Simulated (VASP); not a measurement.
# KMgF3 (P4mm) in VASP: a series of runs, part 2 of 2

VASP 6.6.1.

### Step 3. Single point, PBEsol (all Mg atoms moved +0.087 Å, as atom 2 along Cartesian [0 0 1])

Input file INCAR:

```
SYSTEM = KMgF3
  PREC = Accurate
  ENCUT = 520
  EDIFF = 1E-6
  ISMEAR = 0
  SIGMA = 0.05
  LREAL = .False.
  LASPH = .True.
  NELM = 100
  ALGO = Fast
  ISIF = 2
  LWAVE = .False.
  LCHARG = .False.
  GGA = PS
  NBANDS = 24
```

Input file KPOINTS:

```
regular mesh
0
Gamma
  6 6 6
  0 0 0
```

Input file POSCAR:

```
KMgF3
1.0
    3.9859000000      0.0000000000      0.0000000000
    0.0000000000      3.9859000000      0.0000000000
    0.0000000000      0.0000000000      3.9859000000
K Mg F
1 1 3
Direct
    0.5000000000      0.5000000000      0.5000000000
    0.0000000000      0.0000000000      0.0219523821
    0.5000000000      0.0000000000      0.0000000000
    0.0000000000      0.5000000000      0.0000000000
    0.0000000000      0.0000000000      0.5000000000
```

Potentials or basis: VASP PAW PBE potentials, release 64 (K_sv, Mg, F).

The run is started by

```console
$ cat potpaw_PBE.64/K_sv/POTCAR potpaw_PBE.64/Mg/POTCAR potpaw_PBE.64/F/POTCAR > POTCAR
$ mpirun -np 1 vasp_std > vasp.out
```

OUTCAR:

```text
SYSTEM = KMgF3
   PREC = Accurate
   ENCUT = 520
   EDIFF = 1E-6
   ISMEAR = 0
   LREAL = .False.
   LASPH = .True.
   NELM = 100
   ISIF = 2
   GGA = PS

 ion  position               nearest neighbor table
   1  0.500  0.500  0.500-   3 2.82   4 2.82   5 2.82   3 2.82   4 2.82   3 2.82   5 2.82   3 2.82
                             4 2.82   5 2.82   4 2.82   5 2.82   2 3.40   2 3.40   2 3.40   2 3.40
   2  0.000  0.000  0.022-   5 1.91   4 1.99   3 1.99   4 1.99   3 1.99   5 2.08   1 3.40   1 3.40
                             1 3.40   1 3.40   1 3.50   1 3.50   1 3.50   1 3.50
   3  0.500  0.000  0.000-   2 1.99   2 1.99   1 2.82   1 2.82   1 2.82   1 2.82
   4  0.000  0.500  0.000-   2 1.99   2 1.99   1 2.82   1 2.82   1 2.82   1 2.82
   5  0.000  0.000  0.500-   2 1.91   2 2.08   1 2.82   1 2.82   1 2.82   1 2.82

  LATTYP: Found a simple cubic cell.
 ALAT       =     3.9859000000

  Lattice vectors:

 A1 = (   3.9859000000,   0.0000000000,   0.0000000000)
 A2 = (   0.0000000000,   3.9859000000,   0.0000000000)
 A3 = (   0.0000000000,   0.0000000000,   3.9859000000)

Analysis of symmetry for initial positions (statically):
=====================================================================
 Subroutine PRICEL returns:
 Original cell was already a primitive cell.

 Routine SETGRP: Setting up the symmetry group for a
 simple cubic supercell.

 Subroutine GETGRP returns: Found  8 space group operations
 (whereof  8 operations were pure point group operations)
 out of a pool of 48 trial point group operations.

The static configuration has the point symmetry C_4v.

Analysis of symmetry for dynamics (positions and initial velocities):
=====================================================================
 Subroutine PRICEL returns:
 Original cell was already a primitive cell.

 Routine SETGRP: Setting up the symmetry group for a
 simple cubic supercell.

 Subroutine GETGRP returns: Found  8 space group operations
 (whereof  8 operations were pure point group operations)
 out of a pool of 48 trial point group operations.

The dynamic configuration has the point symmetry C_4v.

 Subroutine INISYM returns: Found  8 space group operations
[... 128 lines left out ...]
   GGA     = PS    functional components
   LHFCALC =     F    Hartree Fock is set to
   AEXX    =    0.0000 exact exchange contribution
   IVDW    =     0    specifies the selected vdW correction
   LEPSILON=     F    determine dielectric tensor
   LRPA    =     F    only Hartree local field effects (RPA)
 non-spin polarized calculation
 RMM-DIIS sequential band-by-band and
 Gauss-broadening in eV      SIGMA  =   0.05
  energy-cutoff  :      520.00
  volume of cell :       63.33
 maximum number of plane-waves:      1743
 NGX is ok and might be reduce to    30
   NGX = 15   NGY = 15   NGZ = 15

 number of electron      31.9999958 magnetization

 Free energy of the ion-electron system (eV)
  ---------------------------------------------------
  ext. energy  EPLUGINS =         0.00000000
  ---------------------------------------------------
  free energy    TOTEN  =       -25.22651497 eV

  energy without entropy =      -25.22651497  energy(sigma->0) =      -25.22651497

 E-fermi :  -1.4158     XC(G=0):  -9.9436

 val. band max:       -1.6992268285   @ k =   0.5000   0.5000   0.5000
 cond. band min:       5.4132805500   @ k =   0.0000   0.0000   0.0000
 fundamental gap:      7.1125073786
 Fermi energy:        -1.4157740580

 k-point     1 :       0.0000    0.0000    0.0000
  band No.  band energies     occupation
      1     -27.1884      2.00000
      2     -21.7197      2.00000
      3     -21.0613      2.00000
      4     -21.0401      2.00000
      5     -10.7538      2.00000
      6     -10.7538      2.00000
[... 637 lines left out ...]
     23      12.3555      0.00000
     24      13.8749      0.00000

 [... further k-points ...]

------------------------ aborting loop because EDIFF is reached ----------------------------------------

  FORCE on cell =-STRESS in cart. coord.  units (eV):
  Direction    XX          YY          ZZ          XY          YZ          ZX
  --------------------------------------------------------------------------------------
  -------------------------------------------------------------------------------------
  Total       -0.0474783     -0.0474783      0.3667853      0.0000000      0.0000000      0.0000000
  in kB       -1.2012314     -1.2012314      9.2798996      0.0000000      0.0000000      0.0000000
  external PRESSURE =       2.2924789 kB  Pullay stress =       0.0000000 kB

 VOLUME and BASIS-vectors are now :
 -----------------------------------------------------------------------------
  energy-cutoff  :      520.00
  volume of cell :       63.33
      direct lattice vectors                 reciprocal lattice vectors
     3.985900000  0.000000000  0.000000000     0.250884367  0.000000000  0.000000000
     0.000000000  3.985900000  0.000000000     0.000000000  0.250884367  0.000000000
     0.000000000  0.000000000  3.985900000     0.000000000  0.000000000  0.250884367

 POSITION                                       TOTAL-FORCE (eV/Angst)
 -----------------------------------------------------------------------------------
      1.99295      1.99295      1.99295         0.000000      0.000000      0.104951
      0.00000      0.00000      0.08750         0.000000     -0.000000     -0.854507
      1.99295      0.00000      0.00000         0.000000     -0.000000      0.076052
      0.00000      1.99295      0.00000        -0.000000     -0.000000      0.076052
      0.00000      0.00000      1.99295        -0.000000     -0.000000      0.597451
 -----------------------------------------------------------------------------------
    total drift:                                0.000000     -0.000000      0.000819

  FREE ENERGIE OF THE ION-ELECTRON SYSTEM (eV)
  ---------------------------------------------------
  free  energy   TOTEN  =       -25.2265149740 eV

  energy  without entropy=      -25.2265149740  energy(sigma->0) =      -25.22651497
```

OSZICAR:

```text
N       E                     dE             d eps       ncg     rms          rms(c)
DAV:   1     0.217068583878E+03    0.21707E+03   -0.17286E+04  2000   0.128E+03
DAV:   2    -0.158824902561E+02   -0.23295E+03   -0.22382E+03  2472   0.341E+02
DAV:   3    -0.267435276159E+02   -0.10861E+02   -0.10806E+02  2856   0.673E+01
DAV:   4    -0.271074118949E+02   -0.36388E+00   -0.36384E+00  2464   0.772E+00
DAV:   5    -0.271094029044E+02   -0.19910E-02   -0.19910E-02  2624   0.587E-01    0.815E+00
RMM:   6    -0.252504992171E+02    0.18589E+01   -0.54898E+00  2223   0.132E+01    0.361E+00
RMM:   7    -0.252380223254E+02    0.12477E-01   -0.28676E-01  2420   0.284E+00    0.242E+00
RMM:   8    -0.252282627117E+02    0.97596E-02   -0.78817E-02  2450   0.247E+00    0.384E-01
RMM:   9    -0.252261486155E+02    0.21141E-02   -0.94313E-03  2593   0.591E-01    0.169E-01
RMM:  10    -0.252263866369E+02   -0.23802E-03   -0.42443E-03  2571   0.400E-01    0.113E-01
RMM:  11    -0.252264811149E+02   -0.94478E-04   -0.55994E-04  2705   0.154E-01    0.377E-02
RMM:  12    -0.252265091175E+02   -0.28003E-04   -0.27802E-04  2759   0.106E-01    0.326E-02
RMM:  13    -0.252265082418E+02    0.87569E-06   -0.13279E-04  2697   0.663E-02    0.793E-03
RMM:  14    -0.252265129002E+02   -0.46584E-05   -0.39421E-05  2795   0.298E-02    0.483E-03
RMM:  15    -0.252265143437E+02   -0.14436E-05   -0.12612E-05  2369   0.142E-02    0.222E-03
RMM:  16    -0.252265149740E+02   -0.63023E-06   -0.50526E-06  2104   0.894E-03
   1 F= -.25226515E+02 E0= -.25226515E+02  d E =-.248348E-17
```

Run time: 88 s. Hardware: 1 thread of Intel Xeon Platinum 8375C at 2.90GHz (Ice Lake), shared host; peak memory 0.2 GiB.

Results:

```
Free energy            : -25.2265 eV
Pressure               : 0.2 GPa
Largest force          : 0.855 eV/Å
Band gap on the k mesh : 7.11 eV, indirect (least direct gap 7.45 eV)
```

Forces in eV/Å, atoms in the order of the input:
```
K    0.000  0.000  0.105
Mg   0.000  0.000 -0.855
F    0.000  0.000  0.076
F    0.000  0.000  0.076
F    0.000  0.000  0.597
```

Stress tensor (GPa, compression positive):
```
-0.12  0.00  0.00
 0.00 -0.12  0.00
 0.00  0.00  0.93
```

Levels at points of the mesh, in eV from the valence-band top:
```csv
k point,band 13,band 14,band 15,band 16,band 17,band 18,band 19,band 20
"(0.00, 0.00, 0.00)",-0.64,-0.34,-0.33,-0.33,7.11,9.92,9.93,12.12
"(0.50, 0.00, 0.00)",-0.87,-0.87,-0.56,-0.55,9.95,10.28,11.00,12.72
"(0.00, 0.00, 0.50)",-0.90,-0.89,-0.54,-0.54,9.94,10.27,10.99,12.73
"(0.50, 0.50, 0.00)",-1.07,-0.93,-0.93,-0.02,10.80,11.58,12.42,12.42
"(0.00, 0.50, 0.50)",-1.06,-0.91,-0.91,-0.04,10.79,11.56,12.43,12.44
"(0.50, 0.50, 0.50)",-1.12,-0.02,-0.02,0.00,10.29,10.30,10.30,13.78
```

Caveat: the PAW data sets were made with another functional, which shifts forces and pressure a little.

### Step 4. Single point, PBEsol (all Mg atoms moved +0.013 Å, as atom 2 along Cartesian [0 0 1])

Input file INCAR:

```
  PREC = Accurate
  ENCUT = 520
  EDIFF = 1E-7
  ISMEAR = 0
  SIGMA = 0.05
  LREAL = False
  LASPH = True
  NELM = 100
  ALGO = Normal
  ISIF = 2
  LWAVE = False
  LCHARG = False
  GGA = PS
  NBANDS = 24
```

Input file KPOINTS:

```
Automatic mesh
0
Gamma
  6 6 6
```

Edit POSCAR of step 3 so:

```diff
@@ -9,3 +9,3 @@
     0.5000000000      0.5000000000      0.5000000000
-    0.0000000000      0.0000000000      0.0219523821
+    0.0000000000      0.0000000000      0.0031360546
     0.5000000000      0.0000000000      0.0000000000
```

The run is started by

```console
$ cat potpaw_PBE.64/K_sv/POTCAR potpaw_PBE.64/Mg/POTCAR potpaw_PBE.64/F/POTCAR > POTCAR
$ mpirun -np 1 vasp_std > vasp.out
```

Wall time 85 s (1 thread of Intel Xeon Platinum 8375C at 2.90GHz (Ice Lake), shared host); peak memory 0.2 GiB.

Results (log left out):

* Free energy: -25.2623 eV
* Pressure: -0.1 GPa
* Largest force: 0.116 eV/Å
* Band gap on the k mesh: 7.12 eV, indirect (least direct gap 7.45 eV)

Forces in eV/Å, atoms in the order of the input:
```
K    0.000  0.000  0.015
Mg   0.000  0.000 -0.116
F    0.000  0.000  0.011
F    0.000  0.000  0.011
F    0.000  0.000  0.080
```

Levels at points of the mesh, in eV from the valence-band top:
| k point | band 12 | band 13 | band 14 | band 15 | band 16 | band 17 | band 18 | band 19 | band 20 | band 21 |
| --- | --- | --- | --- | --- | --- | --- | --- | --- | --- | --- |
| (0.00, 0.00, 0.00) | -0.63 | -0.63 | -0.32 | -0.32 | -0.32 | 7.12 | 9.94 | 9.94 | 12.14 | 12.14 |
| (0.50, 0.00, 0.00) | -0.89 | -0.88 | -0.87 | -0.54 | -0.54 | 9.96 | 10.29 | 11.01 | 12.74 | 12.74 |
| (0.00, 0.00, 0.50) | -0.89 | -0.88 | -0.88 | -0.54 | -0.54 | 9.96 | 10.29 | 11.01 | 12.74 | 12.74 |
| (0.50, 0.50, 0.00) | -1.06 | -1.06 | -0.91 | -0.91 | -0.02 | 10.81 | 11.58 | 12.44 | 12.44 | 12.76 |
| (0.00, 0.50, 0.50) | -1.06 | -1.06 | -0.91 | -0.91 | -0.02 | 10.81 | 11.58 | 12.44 | 12.44 | 12.76 |
| (0.50, 0.50, 0.50) | -1.13 | -1.13 | 0.00 | 0.00 | 0.00 | 10.31 | 10.31 | 10.31 | 13.80 | 14.09 |

Caveat: the PAW data sets were made with another functional, which shifts forces and pressure a little.

### Step 5. Single point, PBEsol (all Mg atoms moved -0.050 Å, as atom 2 along Cartesian [0 0 1])

Input file INCAR:

```
PREC = Accurate
ENCUT = 520
EDIFF = 1E-7
ISMEAR = 0
SIGMA = 0.05
LREAL = F
LASPH = T
NELM = 100
ALGO = Fast
ISIF = 2
LWAVE = F
LCHARG = F
GGA = PS
NBANDS = 24
```

KPOINTS is that of step 4.

Edit POSCAR of step 4 so:

```diff
@@ -9,3 +9,3 @@
     0.5000000000      0.5000000000      0.5000000000
-    0.0000000000      0.0000000000      0.0031360546
+    0.0000000000      0.0000000000     -0.0125442184
     0.5000000000      0.0000000000      0.0000000000
```

Potentials or basis: VASP PAW PBE potentials, release 64 (K_sv, Mg, F).

The run is started by

```console
$ cat potpaw_PBE.64/K_sv/POTCAR potpaw_PBE.64/Mg/POTCAR potpaw_PBE.64/F/POTCAR > POTCAR
$ mpirun -np 1 vasp_std > vasp.out
```

OUTCAR:

```text
PREC = Accurate
   ENCUT = 520
   EDIFF = 1E-7
   ISMEAR = 0
   LREAL = F
   LASPH = T
   NELM = 100
   ISIF = 2
   GGA = PS

 ion  position               nearest neighbor table
   1  0.500  0.500  0.500-   3 2.82   4 2.82   5 2.82   3 2.82   4 2.82   3 2.82   5 2.82   3 2.82
                             4 2.82   5 2.82   4 2.82   5 2.82   2 3.42   2 3.42   2 3.42   2 3.42
   2  0.000  0.000  0.987-   5 1.94   4 1.99   3 1.99   4 1.99   3 1.99   5 2.04   1 3.42   1 3.42
                             1 3.42   1 3.42   1 3.48   1 3.48   1 3.48   1 3.48
   3  0.500  0.000  0.000-   2 1.99   2 1.99   1 2.82   1 2.82   1 2.82   1 2.82
[... 857 lines left out ...]
  -------------------------------------------------------------------------------------
  Total       -0.0334992     -0.0334992      0.1007721      0.0000000      0.0000000      0.0000000
  in kB       -0.8475500     -0.8475500      2.5495976      0.0000000      0.0000000      0.0000000
  external PRESSURE =       0.2848325 kB  Pullay stress =       0.0000000 kB

 VOLUME and BASIS-vectors are now :
 -----------------------------------------------------------------------------
  energy-cutoff  :      520.00
  volume of cell :       63.33
      direct lattice vectors                 reciprocal lattice vectors
     3.985900000  0.000000000  0.000000000     0.250884367  0.000000000  0.000000000
     0.000000000  3.985900000  0.000000000     0.000000000  0.250884367  0.000000000
     0.000000000  0.000000000  3.985900000     0.000000000  0.000000000  0.250884367

 POSITION                                       TOTAL-FORCE (eV/Angst)
 -----------------------------------------------------------------------------------
      1.99295      1.99295      1.99295         0.000000     -0.000000     -0.059920
      0.00000      0.00000      3.93590         0.000000     -0.000000      0.472545
      1.99295      0.00000      0.00000        -0.000000     -0.000000     -0.043098
      0.00000      1.99295      0.00000         0.000000      0.000000     -0.043098
      0.00000      0.00000      1.99295         0.000000     -0.000000     -0.326428
 -----------------------------------------------------------------------------------
    total drift:                                0.000000     -0.000000     -0.000306

  FREE ENERGIE OF THE ION-ELECTRON SYSTEM (eV)
  ---------------------------------------------------
  free  energy   TOTEN  =       -25.2512880934 eV

  energy  without entropy=      -25.2512880934  energy(sigma->0) =      -25.25128809
```

OSZICAR:

```text
N       E                     dE             d eps       ncg     rms          rms(c)
DAV:   1     0.217612358830E+03    0.21761E+03   -0.17305E+04  1992   0.128E+03
DAV:   2    -0.158553820371E+02   -0.23347E+03   -0.22431E+03  2488   0.341E+02
DAV:   3    -0.267744061310E+02   -0.10919E+02   -0.10865E+02  2888   0.674E+01
[... 11 lines left out ...]
RMM:  15    -0.252512870037E+02   -0.14477E-05   -0.12451E-05  2857   0.141E-02    0.218E-03
RMM:  16    -0.252512876111E+02   -0.60742E-06   -0.48749E-06  2726   0.838E-03    0.324E-04
RMM:  17    -0.252512879003E+02   -0.28922E-06   -0.19601E-06  2289   0.487E-03    0.468E-04
RMM:  18    -0.252512880317E+02   -0.13138E-06   -0.83466E-07  2042   0.311E-03    0.254E-04
RMM:  19    -0.252512880934E+02   -0.61686E-07   -0.38252E-07  1747   0.205E-03
   1 F= -.25251288E+02 E0= -.25251288E+02  d E =-.237804E-17
```

It took 1.8 min on 1 thread of Intel Xeon Platinum 8375C at 2.90GHz (Ice Lake), shared host; peak memory 0.2 GiB.

Results:

- Free energy: -25.2513 eV
- Pressure: 0.0 GPa
- Largest force: 0.473 eV/Å
- Band gap on the k mesh: 7.12 eV, indirect (least direct gap 7.45 eV)

Forces in eV/Å, atoms in the order of the input:
```
K    0.000  0.000 -0.060
Mg   0.000  0.000  0.473
F    0.000  0.000 -0.043
F    0.000  0.000 -0.043
F    0.000  0.000 -0.326
```

Caveat: the PAW data sets were made with another functional, which shifts forces and pressure a little. A k mesh can miss the band edges.

### Step 6. The runs side by side

```csv
cell,gap on the mesh (eV),pressure (GPa),largest force (eV/Å)
"all Mg atoms moved +0.075 Å, as atom 2 along Cartesian [0 0 1]",7.12,0.1,0.72
"all Mg atoms moved +0.087 Å, as atom 2 along Cartesian [0 0 1]",7.11,0.2,0.85
"all Mg atoms moved +0.013 Å, as atom 2 along Cartesian [0 0 1]",7.12,-0.1,0.12
"all Mg atoms moved -0.050 Å, as atom 2 along Cartesian [0 0 1]",7.12,0.0,0.47
```

Alike in all rows: task single point; level PBEsol; potentials or basis VASP PAW PBE potentials, release 64 (K_sv, Mg, F); no spin polarisation; k mesh 6 × 6 × 6; cutoff (eV) 520; smearing gaussian 0.05 eV.

Caveats: the PAW data sets were made with another functional, which shifts forces and pressure a little.

Absolute energies hang on the potentials; compare differences alone.
